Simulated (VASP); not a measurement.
# InAs (F-43m) in VASP: a series of runs

One crystal, InAs, is run at these levels: PBE; tasks: relaxation of cell and atoms.

All numbers are computed with VASP 6.6.1; they aren't measurements. Logs are shortened: lines on timing, memory, paths and dates and some standing lists are left out, and cuts for length are marked.

## Step 1: The crystal as given

Symmetry: F-43m, No. 216, cubic system. Conventional cell: a = 6.036 Å, b = 6.036 Å, c = 6.036 Å, α = 90.00°, β = 90.00°, γ = 90.00°. In (site symmetry -43m) has 4 As at 2.61 Å as nearest neighbours. As (site symmetry -43m) is surrounded by 4 In at 2.61 Å.

## Step 2: Relaxation of cell and atoms, PBE

Input file INCAR:

```
SYSTEM = InAs
ALGO = Normal
AMIX = 0.2
EDIFF = 1E-7
EDIFFG = -0.002
ENCUT = 520
GGA = PE
IBRION = 2
ISIF = 3
ISMEAR = 0
LASPH = .True.
LCHARG = .False.
LREAL = .False.
LWAVE = .False.
NELM = 60
NSW = 80
PREC = Accurate
SIGMA = 0.02
```

Input file KPOINTS:

```
k-points
0
Gamma
  10 10 10
  0 0 0
```

Input file POSCAR:

```
InAs
1.0
    0.0000000000      3.0180000000      3.0180000000
    3.0180000000      0.0000000000      3.0180000000
    3.0180000000      3.0180000000      0.0000000000
In As
1 1
Direct
    0.0000000000      0.0000000000      0.0000000000
    0.2500000000      0.2500000000      0.2500000000
```

Potentials or basis: VASP PAW PBE potentials, release 64 (In_d, As).

Launch:

```
$ cat potpaw_PBE.64/In_d/POTCAR potpaw_PBE.64/As/POTCAR > POTCAR
$ mpirun -np 1 vasp_std > vasp.out
```

OUTCAR:

```text
SYSTEM = InAs
   AMIX = 0.2
   EDIFF = 1E-7
   EDIFFG = -0.002
   ENCUT = 520
   GGA = PE
   IBRION = 2
   ISIF = 3
   ISMEAR = 0
   LASPH = .True.
   LREAL = .False.
   NELM = 60
   NSW = 80
   PREC = Accurate

 ion  position               nearest neighbor table
   1  0.000  0.000  0.000-   2 2.61   2 2.61   2 2.61   2 2.61
   2  0.250  0.250  0.250-   1 2.61   1 2.61   1 2.61   1 2.61

  LATTYP: Found a face centered cubic cell.
 ALAT       =     6.0360000000

  Lattice vectors:

 A1 = (   0.0000000000,   3.0180000000,   3.0180000000)
 A2 = (   3.0180000000,   0.0000000000,   3.0180000000)
 A3 = (   3.0180000000,   3.0180000000,   0.0000000000)

Analysis of symmetry for initial positions (statically):
=====================================================================
 Subroutine PRICEL returns:
 Original cell was already a primitive cell.

 Routine SETGRP: Setting up the symmetry group for a
 face centered cubic supercell.

 Subroutine GETGRP returns: Found 24 space group operations
 (whereof 24 operations were pure point group operations)
 out of a pool of 48 trial point group operations.

The static configuration has the point symmetry T_d .

Analysis of symmetry for dynamics (positions and initial velocities):
=====================================================================
 Subroutine PRICEL returns:
 Original cell was already a primitive cell.

 Routine SETGRP: Setting up the symmetry group for a
 face centered cubic supercell.

 Subroutine GETGRP returns: Found 24 space group operations
 (whereof 24 operations were pure point group operations)
 out of a pool of 48 trial point group operations.

The dynamic configuration has the point symmetry T_d .

 Subroutine INISYM returns: Found 24 space group operations
 (whereof 24 operations are pure point group operations),
 and found     1 'primitive' translations

----------------------------------------------------------------------------------------

                                     Primitive cell

  volume of cell :      54.9778

  direct lattice vectors                    reciprocal lattice vectors
     0.000000000  3.018000000  3.018000000    -0.165672631  0.165672631  0.165672631
     3.018000000  0.000000000  3.018000000     0.165672631 -0.165672631  0.165672631
     3.018000000  3.018000000  0.000000000     0.165672631  0.165672631 -0.165672631

  length of vectors
     4.268096531  4.268096531  4.268096531     0.286953414  0.286953414  0.286953414

  position of ions in fractional coordinates (direct lattice)
     0.000000000  0.000000000  0.000000000
     0.250000000  0.250000000  0.250000000

  ion indices of the primitive-cell ions
   primitive index   ion index
                 1           1
                 2           2

----------------------------------------------------------------------------------------

 KPOINTS: k-points

Automatic generation of k-mesh.
 Grid dimensions read from file:
 generate k-points for:   10   10   10

 Generating k-lattice:

  Cartesian coordinates                     Fractional coordinates (reciprocal lattice)
    -0.016567263  0.016567263  0.016567263     0.100000000  0.000000000  0.000000000
     0.016567263 -0.016567263  0.016567263     0.000000000  0.100000000  0.000000000
     0.016567263  0.016567263 -0.016567263     0.000000000  0.000000000  0.100000000

  Length of vectors
     0.028695341  0.028695341  0.028695341

  Shift w.r.t. Gamma in fractional coordinates (k-lattice)
     0.000000000  0.000000000  0.000000000

 Subroutine IBZKPT returns following result:
 ===========================================

 Found     47 irreducible k-points:

 Following reciprocal coordinates:
            Coordinates               Weight
  0.000000  0.000000  0.000000      1.000000
  0.100000  0.000000  0.000000      8.000000
  0.200000  0.000000  0.000000      8.000000
  0.300000  0.000000  0.000000      8.000000
  0.400000  0.000000  0.000000      8.000000
  0.500000  0.000000  0.000000      4.000000
[... 16 lines left out ...]
  0.300000  0.300000  0.000000      6.000000
  0.400000  0.300000  0.000000     24.000000
 [... further k-points ...]
   k-points           NKPTS =     47   k-points in BZ     NKDIM =     47   number of bands    NBANDS=     13
   number of dos      NEDOS =    301   number of ions     NIONS =      2
   total plane-waves  NPLWV =  32768
   dimension x,y,z NGX =    32 NGY =   32 NGZ =   32
   dimension x,y,z NGXF=    64 NGYF=   64 NGZF=   64
   ions per type =               1   1
   NGX,Y,Z   is equivalent  to a cutoff of  12.46, 12.46, 12.46 a.u.
   NGXF,Y,Z  is equivalent  to a cutoff of  24.93, 24.93, 24.93 a.u.
 SYSTEM =  InAs
   PREC   = accura    normal or accurate (medium, high low for compatibility)
   ISTART =      0    job   : 0-new  1-cont  2-samecut
   ICHARG =      2    charge: 1-file 2-atom 10-const
   ISPIN  =      1    spin polarized calculation?
   LNONCOLLINEAR =      F non collinear calculations
   LSORBIT =      F    spin-orbit coupling
   LASPH  =      T    aspherical Exc in radial PAW
   ENCUT  =  520.0 eV  38.22 Ry    6.18 a.u.   7.94  7.94  7.94*2*pi/ulx,y,z
   NELM   =     60;   NELMIN=  2; NELMDL= -5     # of ELM steps
   EDIFF  = 0.1E-06   stopping-criterion for ELM
   LREAL  =      F    real-space projection
   EDIFFG = -.2E-02   stopping-criterion for IOM
   NSW    =     80    number of steps for IOM
   IBRION =      2    ionic relax: 0-MD 1-quasi-New 2-CG
   NFREE  =      1    steps in history (QN), initial steepest desc. (CG)
   ISIF   =      3    stress and relaxation
   ISYM   =      2    0-nonsym 1-usesym 2-fastsym
   POTIM  = 0.5000    time-step for ionic-motion
   TEBEG  =    0.0;   TEEND  =   0.0 temperature during run
   PSTRESS=    0.0 pullay stress
   NELECT =      18.0000    total number of electrons
   NUPDOWN=      -1.0000    fix difference up-down
   EMIN   =  10.00;   EMAX   =-10.00  energy-range for DOS
   EFERMI =   0.00;   METHOD = LEGACY
   ISMEAR =     0;   SIGMA  =   0.02  broadening in eV -4-tet -1-fermi 0-gaus
   EFERMI_NEDOS =   21; number of points for ismear=-14 and -15
   IALGO  =     38    algorithm
   IMIX   =      4    mixing-type and parameters
     AMIX     =   0.20;   BMIX     =  1.00
     AMIX_MAG =   0.80;   BMIX_MAG =  1.00
  volume/ion in A,a.u.               =      27.49       185.50
  Fermi-wavevector in a.u.,A,eV,Ry     =   1.128331  2.132236 17.321990  1.273130
  Thomas-Fermi vector in A             =   2.265020
   LORBIT       =      0    0 simple, 1 ext, 2 COOP (PROOUT), +10 PAW based schemes
   GGA     = PE    functional components
   LHFCALC =     F    Hartree Fock is set to
   AEXX    =    0.0000 exact exchange contribution
   IVDW    =     0    specifies the selected vdW correction
   LEPSILON=     F    determine dielectric tensor
   LRPA    =     F    only Hartree local field effects (RPA)
 conjugate gradient relaxation of ions
 non-spin polarized calculation
 Gauss-broadening in eV      SIGMA  =   0.02
  energy-cutoff  :      520.00
  volume of cell :       54.98
 maximum number of plane-waves:      1494
   NGX = 15   NGY = 15   NGZ = 15

--------------------------------------- Ionic step        1  -------------------------------------------

 number of electron      17.9999991 magnetization

 Free energy of the ion-electron system (eV)
  ---------------------------------------------------
  ext. energy  EPLUGINS =         0.00000000
  ---------------------------------------------------
  free energy    TOTEN  =        -7.66426299 eV

  energy without entropy =       -7.66423213  energy(sigma->0) =       -7.66424756

 E-fermi :   4.5692     XC(G=0):  -9.1171

 val. band max:        4.5630791243   @ k =   0.0000   0.0000   0.0000
 cond. band min:       5.5305288980   @ k =   0.1000   0.0000   0.0000
 fundamental gap:      0.9674497737
 Fermi energy:         4.5691703909

 k-point     1 :       0.0000    0.0000    0.0000
  band No.  band energies     occupation
      1      -9.8396      2.00000
      2      -9.8396      2.00000
      3      -9.8396      2.00000
      4      -9.7115      2.00000
      5      -9.7115      2.00000
      6      -7.3337      2.00000
      7       4.3959      2.00000
      8       4.5631      1.33334
      9       4.5631      1.33334
     10       4.5631      1.33333
     11       8.4733      0.00000
     12       8.4733      0.00000
     13       8.4733      0.00000

 k-point     2 :       0.1000    0.0000    0.0000
  band No.  band energies     occupation
      1      -9.8531      2.00000
      2      -9.8357      2.00000
      3      -9.8357      2.00000
      4      -9.7116      2.00000
      5      -9.7116      2.00000
      6      -7.2285      2.00000
      7       3.0574      2.00000
      8       4.4335      2.00000
      9       4.4335      2.00000
     10       5.5305      0.00000
     11       8.5420      0.00000
[... 412 lines left out ...]
 POSITION                                       TOTAL-FORCE (eV/Angst)
 -----------------------------------------------------------------------------------
      0.00000      0.00000      0.00000        -0.000000     -0.000000     -0.000000
      1.56327      1.56327      1.56327         0.000000      0.000000      0.000000
 -----------------------------------------------------------------------------------
    total drift:                               -0.000000     -0.000000     -0.000000

  FREE ENERGIE OF THE ION-ELECTRON SYSTEM (eV)
  ---------------------------------------------------
  free  energy   TOTEN  =        -7.7097263512 eV

  energy  without entropy=       -7.7096954987  energy(sigma->0) =       -7.70971092

--------------------------------------- Ionic step        3  -------------------------------------------

 number of electron      18.0000010 magnetization

 Free energy of the ion-electron system (eV)
  ---------------------------------------------------
  ext. energy  EPLUGINS =         0.00000000
  ---------------------------------------------------
  free energy    TOTEN  =        -7.71817680 eV

  energy without entropy =       -7.71814594  energy(sigma->0) =       -7.71816137

 E-fermi :   3.8400     XC(G=0):  -8.7926

 val. band max:        3.8338642398   @ k =   0.0000   0.0000   0.0000
 cond. band min:       4.5775285611   @ k =   0.1000   0.0000   0.0000
 fundamental gap:      0.7436643212
 Fermi energy:         3.8399554790

 k-point     1 :       0.0000    0.0000    0.0000
  band No.  band energies     occupation
      1     -10.4323      2.00000
      2     -10.4323      2.00000
      3     -10.4323      2.00000
      4     -10.3328      2.00000
      5     -10.3328      2.00000
      6      -7.6030      2.00000
      7       3.2876      2.00000
      8       3.8339      1.33334
      9       3.8339      1.33334
     10       3.8339      1.33332
     11       7.7065      0.00000
     12       7.7065      0.00000
     13       7.7065      0.00000

 k-point     2 :       0.1000    0.0000    0.0000
  band No.  band energies     occupation
      1     -10.4418      2.00000
      2     -10.4293      2.00000
      3     -10.4293      2.00000
      4     -10.3328      2.00000
      5     -10.3328      2.00000
      6      -7.5115      2.00000
      7       2.2299      2.00000
      8       3.7200      2.00000
      9       3.7200      2.00000
     10       4.5775      0.00000
     11       7.7423      0.00000
[... 376 lines left out ...]
 POSITION                                       TOTAL-FORCE (eV/Angst)
 -----------------------------------------------------------------------------------
      0.00000      0.00000      0.00000         0.000000      0.000000      0.000000
      1.54704      1.54704      1.54704        -0.000000     -0.000000     -0.000000
 -----------------------------------------------------------------------------------
    total drift:                               -0.000000     -0.000000     -0.000000

  FREE ENERGIE OF THE ION-ELECTRON SYSTEM (eV)
  ---------------------------------------------------
  free  energy   TOTEN  =        -7.7181767972 eV

  energy  without entropy=       -7.7181459447  energy(sigma->0) =       -7.71816137

 reached required accuracy - stopping structural energy minimisation
```

Wall time 41 s (1 thread of Intel Xeon 6975P-C (Granite Rapids), shared host); peak memory 0.2 GiB.

What came out:

| Quantity | Value |
| --- | --- |
| Free energy | -7.7182 eV |
| Relaxed volume | 29.62 Å³/atom |
| Relaxed cell | a = 4.376 Å, b = 4.376 Å, c = 4.376 Å, α = 60.00°, β = 60.00°, γ = 60.00° |
| Space group after relaxing (to 0.05 Å) | F-43m (No. 216) |
| Energy gained by relaxing | 27.0 meV/atom |
| Ionic steps | 3 |
| Pressure after relaxing | 0.0 GPa |
| Band gap on the k mesh | none (metal or under the smearing width) |

Step by step:
| step | energy change (eV) | largest force (eV/Å) | pressure (GPa) | volume (Å³) |
| --- | --- | --- | --- | --- |
| 1 | 0.0000 | 0.0000 | 4.35 | 54.98 |
| 2 | -0.0455 | 0.0000 | -1.39 | 61.13 |
| 3 | -0.0539 | 0.0000 | 0.01 | 59.24 |

Final structure:
```
In As
1.0
     0.00000    3.09408    3.09408
     3.09408    0.00000    3.09408
     3.09408    3.09408    0.00000
In As
1 1
Direct
  0.00000 0.00000 0.00000
  0.25000 0.25000 0.25000
```

Caveat: this crystal is a semiconductor, whose small gap the functional closes, so the metal is an error of the method.

## Step 3: Relaxation of cell and atoms, PBE

This run uses another cell than the first one, of 29.62 Å³/atom, 1.078 times its volume.

INCAR is that of step 2.

KPOINTS is that of step 2.

Input file POSCAR:

```
InAs                                    
1.0
    0.0000000000      3.0940767585      3.0940767585
    3.0940767585      0.0000000000      3.0940767585
    3.0940767585      3.0940767585     -0.0000000000
  In              As            
     1     1
Direct
     0.0000000000000000    0.0000000000000000    0.0000000000000000
     0.2500000000000000    0.2500000000000000    0.2500000000000000
```

Potentials or basis: VASP PAW PBE potentials, release 64 (In_d, As).

Launch:

```
$ cat potpaw_PBE.64/In_d/POTCAR potpaw_PBE.64/As/POTCAR > POTCAR
$ mpirun -np 1 vasp_std > vasp.out
```

OUTCAR:

```text
SYSTEM = InAs
   AMIX = 0.2
   EDIFF = 1E-7
   EDIFFG = -0.002
   ENCUT = 520
   GGA = PE
   IBRION = 2
   ISIF = 3
   ISMEAR = 0
   LASPH = .True.
   LREAL = .False.
   NELM = 60
   NSW = 80
   PREC = Accurate

 ion  position               nearest neighbor table
   1  0.000  0.000  0.000-   2 2.68   2 2.68   2 2.68   2 2.68
   2  0.250  0.250  0.250-   1 2.68   1 2.68   1 2.68   1 2.68

[... 578 lines left out ...]

------------------------ aborting loop because EDIFF is reached ----------------------------------------

  FORCE on cell =-STRESS in cart. coord.  units (eV):
  Direction    XX          YY          ZZ          XY          YZ          ZX
  --------------------------------------------------------------------------------------
  -------------------------------------------------------------------------------------
  Total        0.0016203      0.0016203      0.0016203      0.0000000      0.0000000     -0.0000000
  in kB        0.0438212      0.0438212      0.0438212      0.0000000      0.0000000     -0.0000000
  external PRESSURE =       0.0438212 kB  Pullay stress =       0.0000000 kB

 VOLUME and BASIS-vectors are now :
 -----------------------------------------------------------------------------
  energy-cutoff  :      520.00
  volume of cell :       59.24
      direct lattice vectors                 reciprocal lattice vectors
     0.000000000  3.094076758  3.094076758    -0.161599094  0.161599094  0.161599094
     3.094076758  0.000000000  3.094076758     0.161599094 -0.161599094  0.161599094
     3.094076758  3.094076758  0.000000000     0.161599094  0.161599094 -0.161599094

 POSITION                                       TOTAL-FORCE (eV/Angst)
 -----------------------------------------------------------------------------------
      0.00000      0.00000      0.00000         0.000000      0.000000      0.000000
      1.54704      1.54704      1.54704        -0.000000     -0.000000     -0.000000
 -----------------------------------------------------------------------------------
    total drift:                               -0.000000     -0.000000     -0.000000

  FREE ENERGIE OF THE ION-ELECTRON SYSTEM (eV)
  ---------------------------------------------------
  free  energy   TOTEN  =        -7.7189941113 eV

  energy  without entropy=       -7.7189632588  energy(sigma->0) =       -7.71897869

 reached required accuracy - stopping structural energy minimisation
```

OSZICAR:

```text
N       E                     dE             d eps       ncg     rms          rms(c)
DAV:   1     0.112113037677E+03    0.11211E+03   -0.83974E+03  1227   0.147E+03
DAV:   2     0.429799238215E+00   -0.11168E+03   -0.10857E+03  1257   0.322E+02
DAV:   3    -0.774147238983E+01   -0.81713E+01   -0.81162E+01  1642   0.918E+01
DAV:   4    -0.796259847988E+01   -0.22113E+00   -0.22099E+00  1404   0.170E+01
DAV:   5    -0.797363287525E+01   -0.11034E-01   -0.11034E-01  1799   0.326E+00    0.405E+00
DAV:   6    -0.782130039829E+01    0.15233E+00   -0.11301E-01  1818   0.586E+00    0.313E+00
DAV:   7    -0.771793843530E+01    0.10336E+00   -0.45722E-01  1781   0.102E+01    0.109E+00
DAV:   8    -0.771776470068E+01    0.17373E-03   -0.57497E-02  1465   0.383E+00    0.237E-01
DAV:   9    -0.771832391860E+01   -0.55922E-03   -0.24163E-03  1432   0.476E-01    0.178E-01
DAV:  10    -0.771879421364E+01   -0.47030E-03   -0.16085E-03  1562   0.830E-01    0.142E-01
DAV:  11    -0.771890983678E+01   -0.11562E-03   -0.33211E-04  1374   0.159E-01    0.751E-02
DAV:  12    -0.771899232882E+01   -0.82492E-04   -0.18487E-04  1372   0.171E-01    0.163E-02
DAV:  13    -0.771899225742E+01    0.71400E-07   -0.43923E-06  1520   0.215E-02    0.133E-02
DAV:  14    -0.771899334877E+01   -0.10914E-05   -0.14969E-06  1372   0.126E-02    0.887E-03
DAV:  15    -0.771899401386E+01   -0.66508E-06   -0.29127E-06  1277   0.974E-03    0.210E-03
DAV:  16    -0.771899411125E+01   -0.97398E-07   -0.82623E-08  1189   0.240E-03
   1 F= -.77189941E+01 E0= -.77189787E+01  d E =-.771899E+01
```

CONTCAR:

```text
InAs
   1.00000000000000
     0.0000000000000000    3.0940767585000000    3.0940767585000000
     3.0940767585000000    0.0000000000000000    3.0940767585000000
     3.0940767585000000    3.0940767585000000    0.0000000000000000
  In              As
     1     1
Direct
     0.0000000000000000    0.0000000000000000    0.0000000000000000
     0.2500000000000000    0.2500000000000000    0.2500000000000000

  0.00000000E+00  0.00000000E+00  0.00000000E+00
  0.00000000E+00  0.00000000E+00  0.00000000E+00
```

Wall time 23 s (1 thread of Intel Xeon 6975P-C (Granite Rapids), shared host); peak memory 0.22 GiB.

Results:

- Free energy: -7.7190 eV
- Pressure after relaxing: 0.0 GPa
- Band gap on the k mesh: none (metal or under the smearing width)

Final structure:
```
In As
1.0
     0.00000    3.09408    3.09408
     3.09408    0.00000    3.09408
     3.09408    3.09408    0.00000
In As
1 1
Direct
  0.00000 0.00000 0.00000
  0.25000 0.25000 0.25000
```

Caveat: the relaxation stopped at its first step, so nothing moved; this crystal is a semiconductor, whose small gap the functional closes, so the metal is an error of the method.
